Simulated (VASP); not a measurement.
# Al (Fm-3m) in VASP: notebook

One crystal, Al, is run at these levels: PBE; tasks: relaxation of cell and atoms, electrostatic potential.

Program: VASP 6.6.1. These are calculated values, not measurements. Logs are shortened: lines on timing, memory, paths and dates and some standing lists are left out, and cuts for length are marked.

## Step 1: The structure

It takes space group Fm-3m (No. 225, cubic). The conventional cell has a = 4.020 Å, b = 4.020 Å, c = 4.020 Å, α = 90.00°, β = 90.00°, γ = 90.00°. Al (site symmetry m-3m) is surrounded by 12 Al at 2.84 Å.

The cell was built by a generator and needn't be a form met in nature.

## Step 2: Relaxation of cell and atoms, PBE

Input file INCAR:

```
SYSTEM = Al
PREC     = Accurate       ! precision mode
ENCUT    = 600            ! plane-wave cutoff, eV
EDIFF    = 1E-7           ! SCF threshold, eV
ISMEAR   = 1              ! smearing method
SIGMA    = 0.1            ! smearing width, eV
LREAL    = .FALSE.        ! projectors in reciprocal space
LASPH    = .TRUE.         ! aspherical terms in the spheres
NELM     = 120            ! most SCF steps
ALGO     = Fast           ! electronic algorithm
ISIF     = 3              ! what is computed and relaxed
LWAVE    = .FALSE.        ! write WAVECAR
LCHARG   = .FALSE.        ! write CHGCAR
GGA      = PE             ! functional
IBRION   = 2              ! ionic algorithm
NSW      = 40             ! ionic steps
EDIFFG   = -0.005         ! ionic threshold
```

Input file KPOINTS:

```
Automatic mesh
0
G
  18 18 18
  0 0 0
```

Input file POSCAR:

```
Al
1.0
    0.0000000000      2.0100000000      2.0100000000
    2.0100000000      0.0000000000      2.0100000000
    2.0100000000      2.0100000000      0.0000000000
Al
1
Direct
    0.0000000000      0.0000000000      0.0000000000
```

Potentials or basis: VASP PAW PBE potentials, release 64 (Al).

The run is started by

```bash
cat potpaw_PBE.64/Al/POTCAR > POTCAR
mpirun -np 1 vasp_std > vasp.out
```

OUTCAR:

```text
SYSTEM = Al
   PREC = Accurate
   ENCUT = 600
   EDIFF = 1E-7
   ISMEAR = 1
   LREAL = .FALSE.
   LASPH = .TRUE.
   NELM = 120
   ISIF = 3
   GGA = PE
   IBRION = 2
   NSW = 40
   EDIFFG = -0.005

 ion  position               nearest neighbor table
   1  0.000  0.000  0.000-

  LATTYP: Found a face centered cubic cell.
 ALAT       =     4.0200000000

  Lattice vectors:

 A1 = (   0.0000000000,   2.0100000000,   2.0100000000)
 A2 = (   2.0100000000,   0.0000000000,   2.0100000000)
 A3 = (   2.0100000000,   2.0100000000,   0.0000000000)

Analysis of symmetry for initial positions (statically):
=====================================================================
 Subroutine PRICEL returns:
 Original cell was already a primitive cell.

 Routine SETGRP: Setting up the symmetry group for a
 face centered cubic supercell.

 Subroutine GETGRP returns: Found 48 space group operations
 (whereof 48 operations were pure point group operations)
 out of a pool of 48 trial point group operations.

The static configuration has the point symmetry O_h .

Analysis of symmetry for dynamics (positions and initial velocities):
=====================================================================
 Subroutine PRICEL returns:
 Original cell was already a primitive cell.

 Routine SETGRP: Setting up the symmetry group for a
 face centered cubic supercell.

 Subroutine GETGRP returns: Found 48 space group operations
 (whereof 48 operations were pure point group operations)
 out of a pool of 48 trial point group operations.

The dynamic configuration has the point symmetry O_h .

 Subroutine INISYM returns: Found 48 space group operations
 (whereof 48 operations are pure point group operations),
 and found     1 'primitive' translations

----------------------------------------------------------------------------------------

                                     Primitive cell

  volume of cell :      16.2412

  direct lattice vectors                    reciprocal lattice vectors
     0.000000000  2.010000000  2.010000000    -0.248756219  0.248756219  0.248756219
     2.010000000  0.000000000  2.010000000     0.248756219 -0.248756219  0.248756219
     2.010000000  2.010000000  0.000000000     0.248756219  0.248756219 -0.248756219

  length of vectors
     2.842569260  2.842569260  2.842569260     0.430858410  0.430858410  0.430858410

  position of ions in fractional coordinates (direct lattice)
     0.000000000  0.000000000  0.000000000

  ion indices of the primitive-cell ions
   primitive index   ion index
                 1           1

----------------------------------------------------------------------------------------

 KPOINTS: Automatic mesh

Automatic generation of k-mesh.
 Grid dimensions read from file:
 generate k-points for:   18   18   18

 Generating k-lattice:

  Cartesian coordinates                     Fractional coordinates (reciprocal lattice)
    -0.013819790  0.013819790  0.013819790     0.055555556  0.000000000  0.000000000
     0.013819790 -0.013819790  0.013819790     0.000000000  0.055555556  0.000000000
     0.013819790  0.013819790 -0.013819790     0.000000000  0.000000000  0.055555556

  Length of vectors
     0.023936578  0.023936578  0.023936578

  Shift w.r.t. Gamma in fractional coordinates (k-lattice)
     0.000000000  0.000000000  0.000000000

 Subroutine IBZKPT returns following result:
 ===========================================

 Found    195 irreducible k-points:

 Following reciprocal coordinates:
            Coordinates               Weight
  0.000000  0.000000  0.000000      1.000000
  0.055556  0.000000  0.000000      8.000000
  0.111111  0.000000  0.000000      8.000000
  0.166667  0.000000  0.000000      8.000000
  0.222222  0.000000  0.000000      8.000000
  0.277778  0.000000  0.000000      8.000000
[... 16 lines left out ...]
 -0.277778  0.055556  0.000000     24.000000
 -0.222222  0.055556  0.000000     24.000000
 [... further k-points ...]
   k-points           NKPTS =    195   k-points in BZ     NKDIM =    195   number of bands    NBANDS=      5
   number of dos      NEDOS =    301   number of ions     NIONS =      1
   total plane-waves  NPLWV =  13824
   dimension x,y,z NGX =    24 NGY =   24 NGZ =   24
   dimension x,y,z NGXF=    48 NGYF=   48 NGZF=   48
   ions per type =               1
   NGX,Y,Z   is equivalent  to a cutoff of  14.04, 14.04, 14.04 a.u.
   NGXF,Y,Z  is equivalent  to a cutoff of  28.07, 28.07, 28.07 a.u.
 SYSTEM =  Al
   PREC   = accura    normal or accurate (medium, high low for compatibility)
   ISTART =      0    job   : 0-new  1-cont  2-samecut
   ICHARG =      2    charge: 1-file 2-atom 10-const
   ISPIN  =      1    spin polarized calculation?
   LNONCOLLINEAR =      F non collinear calculations
   LSORBIT =      F    spin-orbit coupling
   LASPH  =      T    aspherical Exc in radial PAW
   ENCUT  =  600.0 eV  44.10 Ry    6.64 a.u.   5.68  5.68  5.68*2*pi/ulx,y,z
   NELM   =    120;   NELMIN=  2; NELMDL= -5     # of ELM steps
   EDIFF  = 0.1E-06   stopping-criterion for ELM
   LREAL  =      F    real-space projection
   EDIFFG = -.5E-02   stopping-criterion for IOM
   NSW    =     40    number of steps for IOM
   IBRION =      2    ionic relax: 0-MD 1-quasi-New 2-CG
   NFREE  =      1    steps in history (QN), initial steepest desc. (CG)
   ISIF   =      3    stress and relaxation
   ISYM   =      2    0-nonsym 1-usesym 2-fastsym
   POTIM  = 0.5000    time-step for ionic-motion
   TEBEG  =    0.0;   TEEND  =   0.0 temperature during run
   PSTRESS=    0.0 pullay stress
   NELECT =       3.0000    total number of electrons
   NUPDOWN=      -1.0000    fix difference up-down
   EMIN   =  10.00;   EMAX   =-10.00  energy-range for DOS
   EFERMI =   0.00;   METHOD = LEGACY
   ISMEAR =     1;   SIGMA  =   0.10  broadening in eV -4-tet -1-fermi 0-gaus
   EFERMI_NEDOS =   21; number of points for ismear=-14 and -15
   IALGO  =     68    algorithm
   IMIX   =      4    mixing-type and parameters
     AMIX     =   0.40;   BMIX     =  1.00
     AMIX_MAG =   1.60;   BMIX_MAG =  1.00
  volume/ion in A,a.u.               =      16.24       109.60
  Fermi-wavevector in a.u.,A,eV,Ry     =   0.932343  1.761873 11.827055  0.869264
  Thomas-Fermi vector in A             =   2.058931
   LORBIT       =      0    0 simple, 1 ext, 2 COOP (PROOUT), +10 PAW based schemes
   GGA     = PE    functional components
   LHFCALC =     F    Hartree Fock is set to
   AEXX    =    0.0000 exact exchange contribution
   IVDW    =     0    specifies the selected vdW correction
   LEPSILON=     F    determine dielectric tensor
   LRPA    =     F    only Hartree local field effects (RPA)
 conjugate gradient relaxation of ions
 non-spin polarized calculation
 RMM-DIIS sequential band-by-band and
 Methfessel and Paxton  Order N= 1 SIGMA  =   0.10
  energy-cutoff  :      600.00
  volume of cell :       16.24
 maximum number of plane-waves:       556
   NGX = 11   NGY = 11   NGZ = 11

--------------------------------------- Ionic step        1  -------------------------------------------

 number of electron       3.0000000 magnetization

 Free energy of the ion-electron system (eV)
  ---------------------------------------------------
  ext. energy  EPLUGINS =         0.00000000
  ---------------------------------------------------
  free energy    TOTEN  =        -3.74215497 eV

  energy without entropy =       -3.74142658  energy(sigma->0) =       -3.74191218

------------------------ aborting loop because EDIFF is reached ----------------------------------------

  FORCE on cell =-STRESS in cart. coord.  units (eV):
  Direction    XX          YY          ZZ          XY          YZ          ZX
  --------------------------------------------------------------------------------------
  -------------------------------------------------------------------------------------
  Total        0.1242651      0.1242651      0.1242651     -0.0000000      0.0000000     -0.0000000
  in kB       12.2586211     12.2586211     12.2586211     -0.0000000      0.0000000     -0.0000000
  external PRESSURE =      12.2586211 kB  Pullay stress =       0.0000000 kB

 VOLUME and BASIS-vectors are now :
 -----------------------------------------------------------------------------
  energy-cutoff  :      600.00
  volume of cell :       16.24
      direct lattice vectors                 reciprocal lattice vectors
     0.000000000  2.010000000  2.010000000    -0.248756219  0.248756219  0.248756219
     2.010000000  0.000000000  2.010000000     0.248756219 -0.248756219  0.248756219
     2.010000000  2.010000000  0.000000000     0.248756219  0.248756219 -0.248756219
[... 36 lines left out ...]
 POSITION                                       TOTAL-FORCE (eV/Angst)
 -----------------------------------------------------------------------------------
      0.00000      0.00000      0.00000        -0.000000      0.000000     -0.000000
 -----------------------------------------------------------------------------------
    total drift:                                0.000000     -0.000000     -0.000000

  FREE ENERGIE OF THE ION-ELECTRON SYSTEM (eV)
  ---------------------------------------------------
  free  energy   TOTEN  =        -3.7431128595 eV

  energy  without entropy=       -3.7424212873  energy(sigma->0) =       -3.74288234

--------------------------------------- Ionic step        3  -------------------------------------------

 number of electron       3.0000000 magnetization

 Free energy of the ion-electron system (eV)
  ---------------------------------------------------
  ext. energy  EPLUGINS =         0.00000000
  ---------------------------------------------------
  free energy    TOTEN  =        -3.74313044 eV

  energy without entropy =       -3.74242661  energy(sigma->0) =       -3.74289583

 E-fermi :   7.9923     XC(G=0): -10.1965

 val. band max:        7.9922360708   @ k =  -0.2778   0.5000   0.2222
 cond. band min:       8.0058210748   @ k =  -0.4444   0.3333   0.1111
 fundamental gap:      0.0135850040
 Fermi energy:         7.9923463383

 k-point     1 :       0.0000    0.0000    0.0000
  band No.  band energies     occupation
      1      -3.1343      2.00000
      2      20.6194      0.00000
      3      20.6194      0.00000
      4      20.6194      0.00000
      5      22.1114      0.00000

 k-point     2 :       0.0556    0.0000    0.0000
  band No.  band energies     occupation
      1      -3.0504      2.00000
      2      19.1016      0.00000
      3      20.3073      0.00000
      4      20.3073      0.00000
      5      22.5542      0.00000

 k-point     3 :       0.1111    0.0000    0.0000
  band No.  band energies     occupation
      1      -2.7990      2.00000
      2      16.8790      0.00000
      3      19.7956      0.00000
      4      19.7956      0.00000
      5      22.7497      0.00000
[... 153 lines left out ...]
 k-point    23 :      -0.2778    0.0556    0.0000
  band No.  band energies     occupation
      1      -0.6933      2.00000
      2       9.8327     -0.00000
      3      17.1229      0.00000
      4      19.9938      0.00000
      5      20.8938      0.00000

 k-point    24 :      -0.2222    0.0556    0.0000
  band No.  band energies     occupation
      1      -1.4931      2.00000
      2      11.8410      0.00000
      3      17.2849      0.00000
      4      20.1364      0.00000
      5      21.8820      0.00000

 [... further k-points ...]

------------------------ aborting loop because EDIFF is reached ----------------------------------------

  FORCE on cell =-STRESS in cart. coord.  units (eV):
  Direction    XX          YY          ZZ          XY          YZ          ZX
  --------------------------------------------------------------------------------------
  -------------------------------------------------------------------------------------
  Total        0.0002305      0.0002305      0.0002305     -0.0000000      0.0000000     -0.0000000
  in kB        0.0223816      0.0223816      0.0223816     -0.0000000      0.0000000     -0.0000000
  external PRESSURE =       0.0223816 kB  Pullay stress =       0.0000000 kB

 VOLUME and BASIS-vectors are now :
 -----------------------------------------------------------------------------
  energy-cutoff  :      600.00
  volume of cell :       16.50
      direct lattice vectors                 reciprocal lattice vectors
     0.000000000  2.020617652  2.020617652    -0.247449090  0.247449090  0.247449090
     2.020617652  0.000000000  2.020617652     0.247449090 -0.247449090  0.247449090
     2.020617652  2.020617652  0.000000000     0.247449090  0.247449090 -0.247449090

 POSITION                                       TOTAL-FORCE (eV/Angst)
 -----------------------------------------------------------------------------------
      0.00000      0.00000      0.00000         0.000000      0.000000      0.000000
 -----------------------------------------------------------------------------------
    total drift:                               -0.000000      0.000000      0.000000

  FREE ENERGIE OF THE ION-ELECTRON SYSTEM (eV)
  ---------------------------------------------------
  free  energy   TOTEN  =        -3.7431304445 eV

  energy  without entropy=       -3.7424266114  energy(sigma->0) =       -3.74289583

 reached required accuracy - stopping structural energy minimisation
```

Wall time 9.6 s (1 thread of Intel Xeon 6975P-C (Granite Rapids), shared host); peak memory 0.15 GiB.

What came out:

- Free energy: -3.7431 eV
- Relaxed volume: 16.50 Å³/atom
- Relaxed cell: a = 2.858 Å, b = 2.858 Å, c = 2.858 Å, α = 60.00°, β = 60.00°, γ = 60.00°
- Space group after relaxing (to 0.05 Å): Fm-3m (No. 225)
- Energy gained by relaxing: 1.0 meV/atom
- Ionic steps: 3
- Pressure after relaxing: 0.0 GPa
- Band gap on the k mesh: none (metal or under the smearing width)

Step by step:
```tsv
step	energy change (eV)	largest force (eV/Å)	pressure (GPa)	volume (Å³)
1	0.0000	0.0000	1.23	16.24
2	-0.0010	0.0000	-0.16	16.54
3	-0.0010	0.0000	0.00	16.50
```

Final structure:
```
CELL_PARAMETERS angstrom
0.00000 2.02062 2.02062
2.02062 0.00000 2.02062
2.02062 2.02062 0.00000
ATOMIC_POSITIONS crystal
Al 0.00000 0.00000 0.00000
```

Levels at points of the mesh, in eV from the Fermi level:
```
           k point  band 1  band 2  band 3  band 4  band 5
(0.00, 0.00, 0.00)  -11.13   12.63   12.63   12.63   14.12
(0.50, 0.00, 0.00)   -4.59   -4.37   11.42   11.47   11.47
(0.50, 0.50, 0.00)   -2.92   -1.59    5.27    5.60    5.60
```

(Part 1 of 2 ends here.)
